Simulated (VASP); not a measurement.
# A VASP 6.6.1 single-point calculation on InAs

INCAR

```
PREC = Accurate
MAGMOM = -3 -3
NBANDS = 16
EDIFF = 1E-7
LWAVE = .FALSE.
ENCUT = 520
ISPIN = 2
LCHARG = .FALSE.
LASPH = .TRUE.
SIGMA = 0.02
ISIF = 2
NSW = 0
NELM = 120
LREAL = .FALSE.
GGA = PE
ISMEAR = -1
IBRION = -1
```

KPOINTS

```
KPOINTS created by Atomic Simulation Environment
0
Gamma
8 8 8
0 0 0
```

POSCAR

```
In As
 1.0000000000000000
     0.0000000000000000    3.0545904682624379    3.0545904682624379
     3.0545904682624379    0.0000000000000000    3.0545904682624379
     3.0545904682624379    3.0545904682624379    0.0000000000000000
 In  As
   1   1
Cartesian
  0.0000000000000000  0.0000000000000000 -0.0000000000000000
  1.5272952341312187  1.5272952341312187  1.5272952341312187
```

The recommended PBE PAW datasets give the neutral cell 18 valence electrons.

Command

```
mpirun -np 1 vasp_std
```

OSZICAR

```
N       E                     dE             d eps       ncg     rms          rms(c)
DAV:   1     0.113247896504E+03    0.11325E+03   -0.83113E+03  1872   0.121E+03
DAV:   2     0.237285737739E+01   -0.11088E+03   -0.10659E+03  2056   0.291E+02
DAV:   3    -0.475131877711E+01   -0.71242E+01   -0.70888E+01  2368   0.727E+01
DAV:   4    -0.493443164447E+01   -0.18311E+00   -0.18307E+00  2296   0.131E+01
DAV:   5    -0.494371734298E+01   -0.92857E-02   -0.92855E-02  2768   0.252E+00    0.173E+01
DAV:   6    -0.760618508727E+01   -0.26625E+01   -0.94218E-01  2312   0.105E+01    0.628E+00
DAV:   7    -0.770997517303E+01   -0.10379E+00   -0.23575E-01  2056   0.481E+00    0.183E+00
DAV:   8    -0.770258987056E+01    0.73853E-02   -0.29307E-02  2336   0.127E+00    0.116E+00
DAV:   9    -0.770062897604E+01    0.19609E-02   -0.53125E-03  2288   0.533E-01    0.330E-01
DAV:  10    -0.770142307429E+01   -0.79410E-03   -0.14768E-03  2424   0.360E-01    0.902E-02
DAV:  11    -0.770179600961E+01   -0.37294E-03   -0.36558E-04  2184   0.144E-01    0.473E-02
DAV:  12    -0.770187075279E+01   -0.74743E-04   -0.53080E-05  2200   0.700E-02    0.298E-02
DAV:  13    -0.770191039322E+01   -0.39640E-04   -0.33681E-05  2144   0.424E-02    0.102E-02
DAV:  14    -0.770191575097E+01   -0.53578E-05   -0.69299E-06  2360   0.230E-02    0.311E-03
DAV:  15    -0.770191633985E+01   -0.58888E-06   -0.98444E-07  2136   0.877E-03    0.157E-03
DAV:  16    -0.770191647657E+01   -0.13672E-06   -0.17037E-07  2344   0.281E-03    0.854E-04
DAV:  17    -0.770191652402E+01   -0.47456E-07   -0.25674E-08  1728   0.114E-03
   1 F= -.77019165E+01 E0= -.77018416E+01  d E =-.149930E-03  mag=    -0.0000
```

It converged. Results: pressure 2.1 GPa; magnetic moment of the cell 0.00 μB.

For comparison, a separate PBE run of the intended cell, on usual settings and not on those above, gives a gap of 0.00 eV on its mesh and a pressure of 2.1 GPa.

The run above took about 38 s on one core of a shared host (Intel Xeon Platinum 8488C) and held 0.22 GiB at most.
